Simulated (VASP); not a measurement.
A run of VASP 6.6.1:

The input POSCAR:

```
NaF
1.0
   -2.3338891200     -0.0349781700      2.2964137100
    2.2877257200      0.0028597800      2.2502503100
    0.0378389300      4.6504141100     -0.0321183900
Na F
2 2
Direct
    0.9932450000      0.9878340000      0.9916190000
    0.4930360000      0.5132120000      0.5079280000
    0.0113580000      0.9935760000      0.5100100000
    0.5057400000      0.5009730000      0.0064470000
```

File INCAR.step1:

```
SYSTEM = NaF
  ALGO = Normal
  EDIFF = 1E-4
  ENCUT = 520
  GGA = PE
  ISMEAR = -1
  LASPH = .TRUE.
  LCHARG = .FALSE.
  LREAL = .FALSE.
  LWAVE = .TRUE.
  NBANDS = 22
  NELM = 80
  PREC = Accurate
  SIGMA = 0.1
```

INCAR.step2

```
SYSTEM = NaF
  ALGO = Normal
  EDIFF = 1E-6
  ENCUT = 520
  ISIF = 2
  ISMEAR = -1
  ISTART = 1
  LASPH = .TRUE.
  LCHARG = .FALSE.
  LMIXTAU = .TRUE.
  LREAL = .FALSE.
  LWAVE = .FALSE.
  METAGGA = R2SCAN
  NBANDS = 22
  NELM = 80
  PREC = Accurate
  SIGMA = 0.1
```

Contents of KPOINTS:

```
Automatic mesh
0
Gamma
  6 6 4
  0 0 0.5
```

Potentials or basis: VASP PAW PBE potentials, release 64 (Na_pv, F).

Run with:

```bash
$ cat potpaw_PBE.64/Na_pv/POTCAR potpaw_PBE.64/F/POTCAR > POTCAR
$ cp INCAR.step1 INCAR
$ mpirun -np 1 vasp_std > vasp.out
$ cp INCAR.step2 INCAR
$ mpirun -np 1 vasp_std > vasp.out
```

Hardware: 1 thread of Intel(R) Xeon(R) Platinum 8559C (Emerald Rapids), on a shared host.

Estimate the wall time of this run.

Wall time 2.4 min on 1 thread of Intel(R) Xeon(R) Platinum 8559C (Emerald Rapids), on a shared host, peak memory 0.18 GiB. Counts: scf iterations 11, k points 72.
